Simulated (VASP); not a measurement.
# 2H-WSe2 monolayer and its bilayer, part 9 of 9

Aim: relax 2H-WSe2 monolayer, place its levels against the vacuum, then find how two sheets stack and bind.

VASP 6.6.1, plane waves and PAW; the level of theory is named at each step.

So far. Step 12 (A rigid stacking): Energy at zero smearing: -162.75412 eV. Step 13 (Relaxing the bilayer): The run ended after 20 ionic steps, 0.007 eV below its first step, once the forces on the free atoms met EDIFFG = -0.004.

### Step 14. Levels and bands of the bilayer

Level of this step: r2SCAN with rVV10, no spin polarisation; plane waves and PAW (W, Se) (VASP).

The same static run as for one sheet shows what the neighbour does to the levels.

INCAR reads:

```
SYSTEM = WSe2
PREC = Normal
ENCUT = 350
EDIFF = 1E-06
NELM = 120
ISMEAR = 0
SIGMA = 0.03
LREAL = .FALSE.
ALGO = Normal
METAGGA = R2SCAN
LUSE_VDW = .TRUE.
IVDW_NL = 2
BPARAM = 11.95
CPARAM = 0.0093
LASPH = .TRUE.
NBANDS = 24
LORBIT = 11
LWAVE = .FALSE.
LCHARG = .FALSE.
KPAR = 4
IDIPOL = 3
LDIPOL = .TRUE.
DIPOL = 0.5 0.5 0.5
LVHAR = .TRUE.
LVACPOTAV = .TRUE.
NEDOS = 1500
```

POSCAR reads:

```
WSe2
1.0
    3.2949711325      0.0000000000      0.0000000000
   -1.6474855662      2.8535287055      0.0000000000
    0.0000000000      0.0000000000     26.7564902800
W Se
2 4
Direct
    0.3333333300      0.6666666700      0.3765307990
    0.6666666700      0.3333333300      0.6234692010
    0.6666666700      0.3333333300      0.3143074130
    0.6666666700      0.3333333300      0.4388048455
    0.3333333300      0.6666666700      0.5611951545
    0.3333333300      0.6666666700      0.6856925870
```

KPOINTS reads:

```
Automatic mesh
0
Gamma
12 12 1
0 0 0
```

KPOINTS_OPT reads:

```
Line mode
14
Line-mode
Reciprocal
  0.00000000   0.00000000   0.00000000 GAMMA
  0.50000000   0.00000000   0.00000000 M

  0.50000000   0.00000000   0.00000000 M
  0.33333333   0.33333333   0.00000000 K

  0.33333333   0.33333333   0.00000000 K
  0.00000000   0.00000000   0.00000000 GAMMA
```

The projector-augmented-wave data sets are W and Se (PBE family, release 64).

The run is started by

```bash
$ mpirun -np 4 vasp_std
```

What it wrote:

```text
[... set-up lines as in an earlier step ...]
 entering main loop
       N       E                     dE             d eps       ncg     rms          rms(c)
Total rVV10 correction in eV:      0.9190604    50.8315546
Total rVV10 correction in eV:      0.9190604    50.8315546
Total rVV10 correction in eV:      0.9190604    50.8315546
Total rVV10 correction in eV:      0.9190604    50.8315546
DAV:   1     0.933738564385E+02    0.93374E+02   -0.11414E+04   912   0.885E+02
DAV:   2    -0.145093598722E+03   -0.23847E+03   -0.23123E+03  1360   0.210E+02
DAV:   3    -0.167524159437E+03   -0.22431E+02   -0.22267E+02  1192   0.733E+01
DAV:   4    -0.168025725638E+03   -0.50157E+00   -0.49908E+00  1256   0.124E+01
DAV:   5    -0.168038301535E+03   -0.12576E-01   -0.12566E-01  1216   0.177E+00    0.296E+01
Total rVV10 correction in eV:      0.9199549    50.8323647
Total rVV10 correction in eV:      0.9199549    50.8323647
Total rVV10 correction in eV:      0.9199549    50.8323647
Total rVV10 correction in eV:      0.9199549    50.8323647
DAV:   6    -0.163088195063E+03    0.49501E+01   -0.10164E+01  1272   0.157E+01    0.126E+01
Total rVV10 correction in eV:      0.9131494    50.8338632
Total rVV10 correction in eV:      0.9131494    50.8338632
Total rVV10 correction in eV:      0.9131494    50.8338632
Total rVV10 correction in eV:      0.9131494    50.8338632
DAV:   7    -0.163009203861E+03    0.78991E-01   -0.50991E+00  1240   0.128E+01    0.887E+00
Total rVV10 correction in eV:      0.9186497    50.8336090
Total rVV10 correction in eV:      0.9186497    50.8336090
Total rVV10 correction in eV:      0.9186497    50.8336090
Total rVV10 correction in eV:      0.9186497    50.8336090
DAV:   8    -0.162780459834E+03    0.22874E+00   -0.76344E-01  1264   0.553E+00    0.101E+00
Total rVV10 correction in eV:      0.9223852    50.8331726
Total rVV10 correction in eV:      0.9223852    50.8331726
Total rVV10 correction in eV:      0.9223852    50.8331726
Total rVV10 correction in eV:      0.9223852    50.8331726
DAV:   9    -0.162788433553E+03   -0.79737E-02   -0.71748E-02  1224   0.154E+00    0.950E-01
Total rVV10 correction in eV:      0.9263420    50.8329269
Total rVV10 correction in eV:      0.9263420    50.8329269
Total rVV10 correction in eV:      0.9263420    50.8329269
Total rVV10 correction in eV:      0.9263420    50.8329269
DAV:  10    -0.162791681303E+03   -0.32477E-02   -0.12138E-02  1088   0.615E-01    0.317E-01
Total rVV10 correction in eV:      0.9269695    50.8326722
Total rVV10 correction in eV:      0.9269695    50.8326722
Total rVV10 correction in eV:      0.9269695    50.8326722
Total rVV10 correction in eV:      0.9269695    50.8326722
DAV:  11    -0.162792374628E+03   -0.69332E-03   -0.77021E-04  1264   0.173E-01    0.418E-01
Total rVV10 correction in eV:      0.9283651    50.8323541
Total rVV10 correction in eV:      0.9283651    50.8323541
Total rVV10 correction in eV:      0.9283651    50.8323541
Total rVV10 correction in eV:      0.9283651    50.8323541
DAV:  12    -0.162793077410E+03   -0.70278E-03   -0.65878E-04  1096   0.156E-01    0.397E-02
Total rVV10 correction in eV:      0.9286225    50.8321837
Total rVV10 correction in eV:      0.9286225    50.8321837
Total rVV10 correction in eV:      0.9286225    50.8321837
Total rVV10 correction in eV:      0.9286225    50.8321837
DAV:  13    -0.162793347225E+03   -0.26982E-03   -0.71687E-05  1200   0.497E-02    0.345E-02
Total rVV10 correction in eV:      0.9292029    50.8319413
Total rVV10 correction in eV:      0.9292029    50.8319413
Total rVV10 correction in eV:      0.9292029    50.8319413
Total rVV10 correction in eV:      0.9292029    50.8319413
DAV:  14    -0.162793693652E+03   -0.34643E-03   -0.79982E-05  1056   0.555E-02    0.167E-02
Total rVV10 correction in eV:      0.9298012    50.8316532
Total rVV10 correction in eV:      0.9298012    50.8316532
Total rVV10 correction in eV:      0.9298012    50.8316532
Total rVV10 correction in eV:      0.9298012    50.8316532
DAV:  15    -0.162794112089E+03   -0.41844E-03   -0.10995E-04  1120   0.543E-02    0.178E-02
Total rVV10 correction in eV:      0.9301048    50.8315494
Total rVV10 correction in eV:      0.9301048    50.8315494
Total rVV10 correction in eV:      0.9301048    50.8315494
Total rVV10 correction in eV:      0.9301048    50.8315494
DAV:  16    -0.162794344377E+03   -0.23229E-03   -0.47535E-05  1088   0.321E-02    0.169E-02
Total rVV10 correction in eV:      0.9301399    50.8315490
Total rVV10 correction in eV:      0.9301399    50.8315490
Total rVV10 correction in eV:      0.9301399    50.8315490
Total rVV10 correction in eV:      0.9301399    50.8315490
DAV:  17    -0.162794434413E+03   -0.90036E-04   -0.41425E-05  1032   0.279E-02    0.449E-03
Total rVV10 correction in eV:      0.9301401    50.8315494
Total rVV10 correction in eV:      0.9301401    50.8315494
Total rVV10 correction in eV:      0.9301401    50.8315494
Total rVV10 correction in eV:      0.9301401    50.8315494
DAV:  18    -0.162794472470E+03   -0.38057E-04   -0.10556E-05  1016   0.132E-02    0.497E-03
Total rVV10 correction in eV:      0.9301185    50.8315637
Total rVV10 correction in eV:      0.9301185    50.8315637
Total rVV10 correction in eV:      0.9301185    50.8315637
Total rVV10 correction in eV:      0.9301185    50.8315637
DAV:  19    -0.162794495354E+03   -0.22884E-04   -0.40239E-06   888   0.902E-03    0.371E-03
Total rVV10 correction in eV:      0.9301147    50.8315677
Total rVV10 correction in eV:      0.9301147    50.8315677
Total rVV10 correction in eV:      0.9301147    50.8315677
Total rVV10 correction in eV:      0.9301147    50.8315677
DAV:  20    -0.162794507547E+03   -0.12193E-04   -0.77002E-07   800   0.744E-03    0.220E-03
Total rVV10 correction in eV:      0.9301048    50.8315664
Total rVV10 correction in eV:      0.9301048    50.8315664
Total rVV10 correction in eV:      0.9301048    50.8315664
Total rVV10 correction in eV:      0.9301048    50.8315664
DAV:  21    -0.162794526333E+03   -0.18786E-04   -0.23143E-06   880   0.894E-03    0.132E-03
Total rVV10 correction in eV:      0.9301018    50.8315659
Total rVV10 correction in eV:      0.9301018    50.8315659
Total rVV10 correction in eV:      0.9301018    50.8315659
Total rVV10 correction in eV:      0.9301018    50.8315659
DAV:  22    -0.162794527765E+03   -0.14321E-05   -0.16358E-07   752   0.310E-03    0.919E-04
Total rVV10 correction in eV:      0.9301015    50.8315580
Total rVV10 correction in eV:      0.9301015    50.8315580
Total rVV10 correction in eV:      0.9301015    50.8315580
Total rVV10 correction in eV:      0.9301015    50.8315580
DAV:  23    -0.162794530910E+03   -0.31450E-05   -0.32373E-07   728   0.440E-03    0.317E-04
Total rVV10 correction in eV:      0.9301009    50.8315574
Total rVV10 correction in eV:      0.9301009    50.8315574
Total rVV10 correction in eV:      0.9301009    50.8315574
Total rVV10 correction in eV:      0.9301009    50.8315574
DAV:  24    -0.162794531245E+03   -0.33517E-06   -0.48928E-08   568   0.171E-03
 [... a notice as in an earlier step ...]

Total rVV10 correction in eV:      0.9301013    50.8315562
Total rVV10 correction in eV:      0.9301013    50.8315562
Total rVV10 correction in eV:      0.9301013    50.8315562
Total rVV10 correction in eV:      0.9301013    50.8315562
Total rVV10 correction in eV:      0.9301007    50.8315565
Total rVV10 correction in eV:      0.9301007    50.8315565
Total rVV10 correction in eV:      0.9301007    50.8315565
Total rVV10 correction in eV:      0.9301007    50.8315565
   1 F= -.16279453E+03 E0= -.16279453E+03  d E =-.118902E-10
 Start KPOINTS_OPT (optional k-point list driver)
k-point batch [1-19\42]
       N       E                     dE             ncg
DAV:   1     0.831302294180E+03   -0.10934E+05      912
DAV:   2    -0.361594837829E+04   -0.44473E+04     1368
DAV:   3    -0.403414542524E+04   -0.41820E+03     1184
DAV:   4    -0.404448528999E+04   -0.10340E+02     1328
DAV:   5    -0.404468909418E+04   -0.20380E+00     1168
DAV:   6    -0.404469882188E+04   -0.97277E-02     1424
DAV:   7    -0.404469902104E+04   -0.19916E-03     1200
DAV:   8    -0.404469902468E+04   -0.36425E-05     1000
DAV:   9    -0.404469902495E+04   -0.26512E-06      832
[...]
k-point batch [39-42\42]
       N       E                     dE             ncg
DAV:   1     0.139932834302E+05   -0.24632E+01      192
DAV:   2     0.130967138662E+05   -0.89657E+03      280
DAV:   3     0.129931489960E+05   -0.10356E+03      256
DAV:   4     0.129896380049E+05   -0.35110E+01      272
DAV:   5     0.129895490637E+05   -0.88941E-01      296
DAV:   6     0.129895471018E+05   -0.19619E-02      272
DAV:   7     0.129895470089E+05   -0.92855E-04      288
DAV:   8     0.129895470030E+05   -0.58907E-05      224
DAV:   9     0.129895470029E+05   -0.99011E-07      192
```

Run time: 1.8 min. Hardware: 4 MPI ranks of AMD EPYC 9R45, shared host; peak memory 1.3 GiB; 7.1 min of CPU time.

From OUTCAR (step 14):

```text
   NELECT =      36.0000    total number of electrons

 E-fermi :  -0.2308

 k-point     1 :       0.0000    0.0000    0.0000
  band No.  band energies     occupation
    ...
     14      -1.8038      2.00000
     15      -1.7827      2.00000
     16      -1.7827      2.00000
     17      -0.9490      2.00000
     18      -0.3512      2.00000
     19       2.6678      0.00000
     20       2.6678      0.00000
     21       2.6945      0.00000
     22       2.6945      0.00000
     23       2.8269      0.00000
    ...

  Total        0.0230661      0.0230661     -0.1720240      0.0000000      0.0000000      0.0000000
  in kB        0.1469002      0.1469002     -1.0955614      0.0000000      0.0000000      0.0000000
  external PRESSURE =      -0.2672537 kB  Pullay stress =       0.0000000 kB

 POSITION                                       TOTAL-FORCE (eV/Angst)
 -----------------------------------------------------------------------------------
     -0.00000      1.90235     10.07464         0.000000     -0.000000     -0.002425
      1.64749      0.95118     16.68185        -0.000000      0.000000      0.002425
      1.64749      0.95118      8.40976        -0.000000     -0.000000      0.001728
      1.64749      0.95118     11.74088         0.000000     -0.000000      0.002463
     -0.00000      1.90235     15.01561        -0.000000      0.000000     -0.002463
     -0.00000      1.90235     18.34673         0.000000      0.000000     -0.001728
 -----------------------------------------------------------------------------------
    total drift:                                0.000000      0.000000      0.000000

  FREE ENERGIE OF THE ION-ELECTRON SYSTEM (eV)
  ---------------------------------------------------
  free  energy   TOTEN  =      -162.7945312452 eV

  energy  without entropy=     -162.7945312452  energy(sigma->0) =     -162.79453125

 vacuum level on the upper side and lower side of the slab         4.898         4.898

[... 11 parts as in an earlier step ...]

[... 7 further parts left out ...]
```

This step gave:

```yaml
electronic_cycles: 24
fermi_energy: -0.2308 eV
least_gap_on_mesh_and_path: 1.532 eV
least_direct_gap_on_mesh_and_path: 1.670 eV
vacuum_levels: 4.898, 4.898 eV
ionisation_potentials_of_the_upper_and_lower_face: 5.249, 5.249 eV
electron_affinities_of_the_upper_and_lower_face: 3.717, 3.717 eV
```

The electronic bands at the labelled points (eV, zero at the valence-band top; v1 is the highest filled band, c1 the lowest empty one):

| point | v4 | v3 | v2 | v1 | c1 | c2 | c3 | c4 |
| --- | --- | --- | --- | --- | --- | --- | --- | --- |
| Γ | -1.43 | -1.43 | -0.60 | 0.00 | 3.02 | 3.02 | 3.05 | 3.05 |
| 0.54 of the way | -1.75 | -1.72 | -1.19 | -1.13 | 1.88 | 2.28 | 2.35 | 2.45 |
| M | -1.19 | -1.18 | -1.13 | -1.08 | 2.42 | 2.44 | 2.75 | 2.89 |
| 0.46 of the way | -2.46 | -2.29 | -0.61 | -0.49 | 2.21 | 2.26 | 2.97 | 3.08 |
| K | -2.57 | -2.57 | -0.17 | -0.07 | 1.60 | 1.60 | 2.64 | 3.18 |
| 0.46 of the way | -1.62 | -1.54 | -0.94 | -0.93 | 1.53 | 1.95 | 2.49 | 2.63 |
| Γ | -1.43 | -1.43 | -0.60 | 0.00 | 3.02 | 3.03 | 3.05 | 3.06 |

Of the projections kept (W, Se), the largest for each band there; the rest of the weight can lie on other orbitals:

```csv
point,v4,v3,v2,v1,c1,c2,c3,c4
Γ,W 0.62,W 0.62,W 0.82,W 0.74,Se 0.54,Se 0.54,Se 0.55,Se 0.55
M,W 0.73,Se 0.81,W 0.76,Se 0.80,W 0.97,W 0.96,W 0.91,W 0.92
K,Se 0.61,Se 0.61,W 0.84,W 0.83,W 0.95,W 0.95,W 0.73,W 0.72
Γ,W 0.62,W 0.62,W 0.82,W 0.74,Se 0.54,Se 0.55,Se 0.55,Se 0.56
```

Zero at the Fermi level. Table of planar average of the electrostatic potential by height:

height (Å), planar average of the electrostatic potential (eV) and a bar from the least value:
```
      0.0        5.1 ##############################
      0.5        5.1 ##############################
      1.0        5.1 ##############################
      1.5        5.1 ##############################
      2.0        5.1 ##############################
      2.5        5.1 ##############################
      3.0        5.1 ##############################
      3.5        5.1 ##############################
      4.0        5.1 ##############################
      4.5        5.1 ##############################
      5.0        5.1 ##############################
      5.5        5.1 ##############################
      6.0        5.1 ##############################
      6.5        5.0 ##############################
      7.0        4.4 ############################
      7.5        1.6 #######################
      8.0       -7.7 #####
      8.5      -10.3 
      9.0       -7.5 #####
      9.5       -6.1 ########
     10.0       -8.8 ###
     10.5       -7.2 ######
     11.0       -5.9 #########
     11.5      -10.2 
     12.0       -9.3 ##
     12.5       -0.8 ###################
     13.0        3.8 ###########################
     13.5        4.4 #############################
     14.0        2.6 #########################
     14.5       -5.9 #########
     15.0      -10.1 
     15.5       -8.8 ###
     16.0       -5.5 #########
     16.5       -8.5 ###
     17.0       -7.9 #####
     17.5       -5.3 ##########
     18.0       -9.8 #
     18.5       -9.8 #
     19.0       -3.0 ##############
     19.5        3.4 ###########################
     20.0        4.8 #############################
     20.5        5.1 ##############################
     21.0        5.1 ##############################
     21.5        5.1 ##############################
     22.0        5.1 ##############################
     22.5        5.1 ##############################
     23.0        5.1 ##############################
     23.5        5.1 ##############################
     24.0        5.1 ##############################
     24.5        5.1 ##############################
     25.0        5.1 ##############################
     25.5        5.1 ##############################
     26.0        5.1 ##############################
     26.5        5.1 ##############################
```

Density of states in the PAW spheres, an atom over height of the layer and energy from the Fermi level.

Ten even steps from '_' (0.00 states/eV) to '@' (1.23 states/eV), each cell a mean:
```
____________
____________
__--____--__
..@@....@@..
::@@::::@@::
--++----++--
==**====**==
++%%++++%%++
--**----**--
--++::::++--
==%%====%%==
--++----++--
::==----==::
==##====##==
::--::::--::
--++----++--
--++----++--
::==::::==::
..::....::..
____________
____________
____________
```
Columns: height of the layer (Å) from 8.4 to 18.3 (not evenly spaced); rows upwards: energy from the Fermi level (eV) from -7.9 to 0.5.

The map of layer states is cut here 0.5 eV above the Fermi level, so it leaves out the states above that.

The vacuum level lies 5.25 eV above the highest filled level at the upper face; both faces agree, as the slab has next to no dipole.

The program found no field-free point at its default tolerance, but its printed level agrees with the flat part of the planar average.

### Step 15. Derived quantities

This step: monolayer and bilayer, r2SCAN + rVV10; plane waves and PAW (VASP 6.6.1).

Derived from the runs above.

This step gave:

| Quantity | Value |
| --- | --- |
| polarisability per area of the slab or monolayer | 0.4378 Å |
| gap with spin orbit | 1.417 eV |
| binding energy | -21.73 meV/Å² |
| interlayer gap | 3.275 Å |
| bilayer gap | 1.532 eV |
| bilayer level below vacuum | 5.249 eV |
| lattice a | 3.295 Å |
| lattice b | 3.295 Å |
| thickness | 3.328 Å |
| monolayer gap | 1.708 eV |
| ionisation potential at the upper face | 5.354 eV |

VASP counts both for electrons: a positive EFIELD is a field along -c, and a positive dipole, in electrons times A, points along -c. Field, by row:

| EFIELD (eV/Å) | dipole along z of the monolayer (e Å) | energy change of the monolayer (eV) |
| --- | --- | --- |
| -0.1 | -0.02858 | -0.00143 |
| 0 | 0 | 0 |
| 0.1 | 0.02858 | -0.001431 |

Rigid sheets, 3.1 Å apart. Stackings, by row:

```csv
stacking,energy above the lowest (meV/Å²)
"turned by 180 degrees, shift 0.00 0.00",0
"same orientation, shift 0.33 0.67",0.7406
"turned by 180 degrees, shift 0.67 0.33",3.505
"turned by 180 degrees, shift 0.33 0.67",28.46
"same orientation, shift 0.00 0.00",30.99
```

The polarisability is the slope of the dipole against the field, as a volume for each unit of area.

### Step 16. What came out

| Quantity | Value |
| --- | --- |
| lattice a | 3.29 Å |
| monolayer gap | 1.71 eV |
| gap with spin orbit | 1.42 eV |
| binding energy | -21.7 meV/Å² |
| interlayer gap | 3.27 Å |
| bilayer gap | 1.53 eV |
| polarisability per area of the slab or monolayer | 0.438 Å |

The monolayer relaxes to a = 3.295 Å and has a gap of 1.71 eV (1.42 eV with spin-orbit coupling). The ionisation potential is 5.35 eV at both faces. Of 5 rigid stackings the lowest has the upper sheet turned by 180 degrees and shifted by (0.00, 0.00) in cell vectors, and the highest lies 31.0 meV/Å² above it. Relaxed, the sheets lie 3.27 Å apart and bind by 21.7 meV/Å². The next stacking lies close, and only the lowest was relaxed, so the order could change. The second sheet narrows the gap, to 1.53 eV. All runs are without spin polarisation. The bilayer keeps the monolayer's lattice, and only high-symmetry stackings were tried. Semilocal gaps are too small. Levels against the vacuum, binding and the bilayer's gap are without spin-orbit coupling.

[Lines on the potential files, build, host, timing and source positions are cut from VASP's logs without a mark.]

[Logs are printed without paths, hosts, clocks, repeated set-up lines and the standing remarks that a program may print on its own settings, such as how far it seeks lower states.]

[Hosts, paths, dates, database ids (printed as entryN), source tags and the programs' standing remarks are cut or masked in the printed files.]

[Runs that stopped without an error message from VASP are left out.]
